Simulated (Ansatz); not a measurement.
A 4-atom cell of SrO (P6_3/mmc) from a materials database, relaxed with r2SCAN in the PAW code Ansatz. The symmetry is P6_3/mmc (No. 194, hexagonal); a = 3.547 Å, c = 6.208 Å in the conventional setting, 16.91 Å³ an atom. Around Sr lie 6 O at 2.57 Å; around O lie 6 Sr at 2.57 Å.

The axes x, y and z are those of this cell:
```
Sr O
1.0
     3.54713    0.00000    0.00000
    -1.77356    3.07190    0.00000
     0.00000    0.00000    6.20834
Sr O
2 2
Direct
  0.33333 0.66667 0.25000
  0.66667 0.33333 0.75000
  0.00000 0.00000 0.00000
  0.00000 0.00000 0.50000
```

Unstrained: The PBE gap is indirect, 3.099 eV (Γ to M), below the direct gap of 3.113 eV at Γ. Least and direct gap differ so little that the kind isn't settled. A second conduction valley, at Γ, lies only 14 meV higher, so their order isn't settled. r2SCAN gives an indirect gap of 3.536 eV, from Γ to M; the least direct gap is 3.687 eV at Γ. With HSE06 the gap is 4.530 eV and direct, at Γ. A second conduction valley, at M, lies only 14 meV higher, so their order isn't settled. Meshes: PBE 12×12×4, r2SCAN 12×12×4, HSE06 6×6×4. Strains are changes of length per length. After each strain the atoms were relaxed again with r2SCAN within the symmetry that the strain leaves, so tilts or polar shifts that break it weren't tested; points keep the names that they have in the unstrained zone. The values are computed, spin-unpolarised, and not measurements.

Problem. Apply uniaxial +0.32 % along x, other directions held. How far does the gap move, against the unstrained cell?

Solution. PBE: the gap goes from 3.099 to 3.088 eV (-0.011 eV); the edges move from Γ → M to Γ; least and direct gap lie within 0.04 eV, so its kind isn't settled. r2SCAN: the gap goes from 3.536 to 3.528 eV (-0.008 eV). HSE06: the gap goes from 4.530 to 4.503 eV (-0.027 eV). The r2SCAN energy rises by 0.1 meV an atom.

Problem. For epitaxial -2.47 % in the xy plane, how far does the free direction move, and what happens to the gap?

Solution. The normal strain at zero normal stress is +0.74 %, 0.30 of the in-plane strain with the sign turned. PBE: the gap goes from 3.099 to 3.203 eV (+0.104 eV). r2SCAN: the gap goes from 3.536 to 3.653 eV (+0.117 eV). HSE06: the gap goes from 4.530 to 4.661 eV (+0.131 eV); the edges move from Γ to Γ → M.

Problem. Estimate what isotropic -5.69 % on every length does to the gap.

Solution. PBE: the gap goes from 3.099 to 3.094 eV (-0.005 eV). r2SCAN: the gap goes from 3.536 to 3.553 eV (+0.017 eV). HSE06: the gap goes from 4.530 to 4.585 eV (+0.055 eV); the edges move from Γ to Γ → M. The r2SCAN energy rises by 169.5 meV an atom.

Problem. Estimate what uniaxial -1.33 % along z, other directions held does to the gap.

Solution. PBE: the gap goes from 3.099 to 3.051 eV (-0.048 eV). r2SCAN: the gap goes from 3.536 to 3.484 eV (-0.052 eV). HSE06: the gap goes from 4.530 to 4.500 eV (-0.030 eV); the edges move from Γ to Γ → M. The r2SCAN energy rises by 2.3 meV an atom.

The meshes of the hybrids are coarse, so their gaps aren't converged to the digits shown.
